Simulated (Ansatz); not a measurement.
## Density of states of In

```cif
data_structure
_symmetry_space_group_name_H-M 'Fd-3m:1'
_symmetry_Int_Tables_number 227
_cell_length_a 6.7295
_cell_length_b 6.7295
_cell_length_c 6.7295
_cell_angle_alpha 90.000
_cell_angle_beta 90.000
_cell_angle_gamma 90.000
_cell_volume 304.76
loop_
_atom_site_label
_atom_site_type_symbol
_atom_site_symmetry_multiplicity
_atom_site_Wyckoff_symbol
_atom_site_fract_x
_atom_site_fract_y
_atom_site_fract_z
_atom_site_occupancy
In1 In 8 b 0.00000 0.00000 0.50000 1
```

The runs use the primitive cell with vectors (0.000, 3.365, 3.365), (3.365, 0.000, 3.365), (3.365, 3.365, 0.000) Å, to which the k mesh refers.

The cell was built from the diamond type and relaxed in the same program, and has space group Fd-3m; it needn't be a known or the stable phase.

No spin–orbit coupling, which matters for the heavy atoms here.

The calculation used Ansatz 0.2.0, DFT, PBE, all-electron LAPW, scalar-relativistic.

The runs use a Γ-centred 9×9×9 k mesh, Fermi–Dirac smearing of 0.05 eV, basis error target 0.25 meV/atom, no spin polarisation.

States per eV and cell, averaged over 0.6 eV, from -8.2 to 3.6 eV, with energies (bin centres) from the Fermi level; empty bins are left out. 

```
E (eV)  total
  -8.0   0.02
  -7.4   0.36
  -6.8   0.65
  -6.2   1.09
  -5.6   0.91
  -5.0   0.30
  -4.4   0.46
  -3.8   1.20
  -3.2   0.65
  -2.6   0.39
  -2.0   0.26
  -1.4   0.85
  -0.8   1.42
  -0.2   1.79
   0.4   1.56
   1.0   1.06
   1.6   0.33
   2.2   0.13
   2.8   1.08
   3.4   2.11
```
